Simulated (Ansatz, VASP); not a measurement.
## KTaO3: VASP beside Ansatz

```
Ta K O
1.0
     3.98830    0.00000    0.00000
     0.00000    3.98830    0.00000
     0.00000    0.00000    3.98830
Ta K O
1 1 3
Direct
  0.00000 0.00000 0.00000
  0.50000 0.50000 0.50000
  0.00000 0.00000 0.50000
  0.00000 0.50000 0.00000
  0.50000 0.00000 0.00000
```

Alike in both runs: task relaxation of cell and atoms; functional PBE; k mesh 7 × 7 × 7; occupations fermi-dirac, width 0.05 eV; no spin polarisation.

|  | VASP | Ansatz |
| --- | --- | --- |
| version | VASP 6.6.1 | Ansatz 0.2.0 |
| potentials or method | VASP PAW PBE potentials, release 64 (Ta_pv, K_sv, O) | Ansatz PAW |
| plane-wave cutoff (eV) | 600 | 420 |
| valence electrons in the cell | 38 | 40 |

```csv
,VASP,Ansatz,Ansatz less VASP
relaxed volume (Å³/atom),13.07,13.04,-0.033
relaxed cell length with the largest relative difference (Å),4.028,4.024,-0.0034
energy change over the relaxation (meV/atom),-7,-6,+1.0
```

The two sets of potentials don't hold the same shells in valence.

Caveats: spin-orbit coupling is left out, which moves the levels of the heavy elements; an odd mesh through Γ misses points on the zone boundary, where band edges often lie (VASP); odd divisions of the mesh miss points on the zone boundary, where band edges often lie, so the gap on the mesh can be too wide (Ansatz); the plane-wave basis is chosen anew once the cell has moved, so the energies of steps on either side of that aren't comparable (Ansatz); the pressure holds a Pulay correction of +0.5 GPa for the finite cutoff (Ansatz). PBE gaps usually lie below the measured ones, often by a third to a half.
